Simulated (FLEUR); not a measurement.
## NaI under changes of volume

One of the cells (33.899 Å³/atom); the others are scaled copies at fixed shape and fractional positions:

```
I Na
1.0
     0.00000    3.23640    3.23640
     3.23640    0.00000    3.23640
     3.23640    3.23640    0.00000
I Na
1 1
Direct
  0.50000 0.50000 0.50000
  0.00000 0.00000 0.00000
```

```yaml
Program: FLEUR MaX-R8.1 (later development tree)
Functional: PBEsol
Potentials_or_basis: all-electron
Basis: FLAPW
Kmax: 4.1 1/bohr
k_mesh: 7 × 7 × 7
Occupations: fermi-dirac, width 0.05 eV
Spin: no spin polarisation
```

```csv
volume (Å³/atom),energy over the lowest point (meV/atom),gap on the mesh (eV)
31.865,1.48,3.67
32.543,0.00,3.61
33.221,0.10,3.56
33.899,?,?
34.577,4.29,3.46
35.255,8.12,3.41
35.933,12.92,3.37
```

Task: What does the run at 33.899 Å³/atom give?

Result: Energy over the lowest point 1.57 meV/atom; gap on the mesh 3.51 eV.

Worked out: A Birch-Murnaghan fit of order 3 (a polynomial in V^(-2/3)) to the other rows has its minimum at 32.84 Å³/atom with B0 = V·E''(V) = 17.0 GPa and B' = 4.6. It gives 1.58 meV/atom at 33.899 Å³/atom, against the run's 1.57. A straight line through the other rows of the gap, of slope -2.5 eV per unit of ln V (its deformation potential), gives 3.51 eV, against the run's 3.51.

Energies are extrapolated to zero smearing.

Caveats: spin-orbit coupling is left out, which moves the levels of the heavy elements.
